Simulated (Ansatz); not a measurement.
Bulk crystal (HfSi2) after relaxation:

```xyz
6
Lattice="1.8413 -7.2960 0.0000 1.8413 7.2960 0.0000 0.0000 0.0000 3.6598" Properties=species:S:1:pos:R:3 pbc="T T T"
Hf    1.8413   -5.7571    2.7448
Hf    1.8413    5.7571    0.9149
Si    1.8413   -0.7920    2.7448
Si    1.8413    0.7920    0.9149
Si    1.8413    3.6439    2.7448
Si    1.8413   -3.6439    0.9149
```

Miller indices refer to the conventional cell of Cmcm (No. 63), a = 3.683 Å, b = 14.592 Å, c = 3.660 Å, α = 90.00°, β = 90.00°, γ = 90.00°.

The (010) slab of 10 planes, 13.0 Å thick with 15 Å of vacuum as cut; outer planes Si (top) and Si (bottom).

The calculation used Ansatz 0.2.0, DFT PBE, scalar-relativistic, plane waves, PAW. Plane waves to 420 eV, a k mesh through Γ of 10×10×1 on the computed 12-atom cell and Gaussian smearing (0.10 eV); no spin polarisation. A dipole correction removes the field between periodic images along c.

Results for the relaxed slab:

```yaml
Surface_energy_mean_of_both_faces: 1.67 J/m²
Work_function: 4.23 eV
```

Relaxation lowers the energy by 0.060 J/m² a face; the largest move is 0.193 Å.

| plane (bottom to top) | atoms | spacing to next, bulk (Å) | relaxed (Å) | change (%) | rumpling (Å) |
| --- | --- | --- | --- | --- | --- |
| 1 | Si | 0.747 | 0.578 | -22.6 | 0.000 |
| 2 | Hf | 2.109 | 2.094 | -0.7 | 0.000 |
| 3 | Si2 | 2.109 | 2.117 | +0.4 | 0.010 |
| 4 | Hf | 0.747 | 0.721 | -3.4 | 0.000 |
| 5 | Si | 1.584 | 1.600 | +1.0 | 0.000 |
| 6 | Si | 0.747 | 0.721 | -3.4 | 0.000 |
| 7 | Hf | 2.109 | 2.117 | +0.4 | 0.000 |
| 8 | Si2 | 2.109 | 2.094 | -0.7 | 0.010 |
| 9 | Hf | 0.747 | 0.578 | -22.6 | 0.000 |
| 10 | Si |  |  |  | 0.000 |

Spin–orbit coupling is left out, which can shift energies with elements as heavy as these.